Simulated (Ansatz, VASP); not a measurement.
**Ni in VASP and in Ansatz**

```xyz
4
Lattice="2.4669 0.0000 0.0000 -1.2335 2.1364 0.0000 0.0000 0.0000 8.0326" Properties=species:S:1:pos:R:3 pbc="T T T"
Ni    0.0000    0.0000    0.0000
Ni    0.0000    0.0000    4.0163
Ni    0.0000    1.4243    6.0244
Ni    1.2335    0.7121    2.0081
```

Alike in both runs: functional r2SCAN; k mesh 9 × 9 × 2; occupations gaussian, width 0.1 eV; collinear spin.

Ansatz relaxed the structure, and its values are those at the end. VASP's run is a single point on that final structure, the one shown.

```csv
,VASP,Ansatz
version,VASP 6.6.1,Ansatz 0.2.0
potentials or method,"VASP PAW PBE potentials, release 64 (Ni)","scalar-relativistic, plane waves, PAW"
plane-wave cutoff (eV),520,500
valence electrons in the cell,40,72
```

```tsv
	VASP	Ansatz	Ansatz less VASP
gap on the k mesh at the Fermi level (eV)	none	none	-
pressure (GPa)	0.2	-0.2	-0.37
net moment per atom (μB)	0.79	0.80	+0.011
size of the moment on the site where the two differ most (μB)	0.79	0.84	+0.060
```

Site moments also hang on the region over which each program counts them. A gap of «none» marks a metal or a gap that the smearing closes. The two sets of potentials don't hold the same shells in valence.

Caveats: the k mesh is coarse (spacing up to 0.39 Å⁻¹), so the values aren't converged; the PAW data sets were made with another functional, which shifts forces and pressure a little (VASP).
